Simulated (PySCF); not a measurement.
C7H8O.
Numbering: `[OH:1][CH2:2][c:3]1[cH:4][cH:5][cH:6][cH:7][cH:8]1` (hydrogens: H9 on O1; H10, H11 on C2; H12 on C4; H13 on C5; H14 on C6; H15 on C7; H16 on C8)

Cartesian coordinates in Å at the GFN2-xTB level; atoms count from 1:
```
atom  x, y, z in Å
O1    -2.6455   -0.3509   -0.9225
C2    -1.9977   -0.4183    0.3334
C3    -0.5167   -0.1621    0.2150
C4     0.3627   -1.2043   -0.0474
C5     1.7137   -0.9575   -0.2150
C6     2.1996    0.3361   -0.1255
C7     1.3295    1.3814    0.1327
C8    -0.0215    1.1334    0.3003
H9    -2.4262    0.4917   -1.3360
H10   -2.4505    0.3022    1.0311
H11   -2.1876   -1.4291    0.7008
H12   -0.0181   -2.2122   -0.1199
H13    2.3890   -1.7765   -0.4155
H14    3.2541    0.5302   -0.2556
H15    1.7044    2.3919    0.2053
H16   -0.6967    1.9529    0.5074
```

The geometry is computed with GFN2-xTB (gas phase).

Take the most abundant isotopes and a rigid rotor. The values belong to one conformer with, in the numbering `[OH:1][CH2:2][c:3]1[cH:4][cH:5][cH:6][cH:7][cH:8]1`, H–O1–C2–C3 -53°, O1–C2–C3–C4 -88°.

Problem. What are A, B and C (MHz)?

Solution. Ia = 107.31, Ib = 339.85, Ic = 411.15 u·Å²; 505379 MHz·u·Å²/I gives A = 4710, B = 1487, C = 1229 MHz.

Problem. What kind of rotor is it?

Solution. An asymmetric top. Ray's parameter κ = (2B − A − C)/(A − C) = -0.852; −1 is the prolate and +1 the oblate limit.

Problem. Is it planar, by Δ = Ic − Ia − Ib?

Solution. Not planar: Δ = Ic − Ia − Ib = -36.00 u·Å². For a rigid frame Δ = −2 Σ m c², so Σ m c² = 18.00 u·Å² lies off the ab plane: 4.43 from hydrogen and 13.57 from heavier atoms. The atom farthest from that plane is 1.20 Å away.

Problem. Give the other two planar moments, Paa and Pbb, and the rms extents of the mass along the axes.

Solution. Paa = Σ m a² = (Ib + Ic − Ia)/2 = 321.84 and Pbb = Σ m b² = (Ia + Ic − Ib)/2 = 89.31 u·Å². With the mass M = 108.06 u, the rms extents √(P/M) along a, b and c are 1.73, 0.91, 0.41 Å.

Problem. Where do the levels up to J = 3 lie, in MHz?

Solution. Above 0(0,0):
J = 1: 1(0,1) 2716, 1(1,1) 5939, 1(1,0) 6197
J = 2: 2(0,2) 8134, 2(1,2) 11113, 2(1,1) 11887, 2(2,1) 21555, 2(2,0) 21570
J = 3: 3(0,3) 16224, 3(1,3) 18866, 3(1,2) 20413, 3(2,2) 29703, 3(2,1) 29777, 3(3,1) 46470, 3(3,0) 46470
The levels of one J sum to (2J + 1)J(J + 1)(A + B + C)/3.

Whether it is a minimum is left open (no frequencies). Zero-point vibration and centrifugal distortion are left out.
